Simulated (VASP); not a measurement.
BaZrO3, 5 atoms in the cell. It takes space group Pm-3m (No. 221, cubic). The conventional cell has a = 4.191 Å, b = 4.191 Å, c = 4.191 Å, α = 90.00°, β = 90.00°, γ = 90.00°. Ba (site symmetry m-3m) has 12 O at 2.96 Å as nearest neighbours. Zr (site symmetry m-3m) is surrounded by 6 O at 2.10 Å. O (site symmetry 4/mmm) is surrounded by 2 Zr at 2.10 Å. 

| Quantity | Value |
| --- | --- |
| Program | VASP 6.6.1 |
| Task | dielectric tensor |
| Functional | LDA |
| Potentials or basis | VASP PAW LDA potentials, release 64 (Ba_sv, Zr_sv, O) |
| Cutoff | 520 eV |
| k mesh | 6 × 6 × 6 |
| Occupations | gaussian, width 0.02 eV |
| Spin | no spin polarisation |
| Ladder | free |
| Further INCAR settings | ALGO = Normal; EDIFF = 1e-08 |

Potentials or basis: VASP PAW LDA potentials, release 64 (Ba_sv, Zr_sv, O).

Run with:

```console
$ cat potpaw_LDA.64/Ba_sv/POTCAR potpaw_LDA.64/Zr_sv/POTCAR potpaw_LDA.64/O/POTCAR > POTCAR
$ mpirun -np 4 vasp_std > vasp.out
```

Hardware: 4 MPI ranks on Intel(R) Xeon(R) Platinum 8259CL CPU @ 2.50GHz (Skylake/Cascade Lake), on a shared host.

Estimate the wall time of this run.

Run time: 3.9 min on 4 MPI ranks on Intel(R) Xeon(R) Platinum 8259CL CPU @ 2.50GHz (Skylake/Cascade Lake), with other jobs on the host, peak memory 0.35 GiB a rank. Counts: scf iterations 231, k points 20.
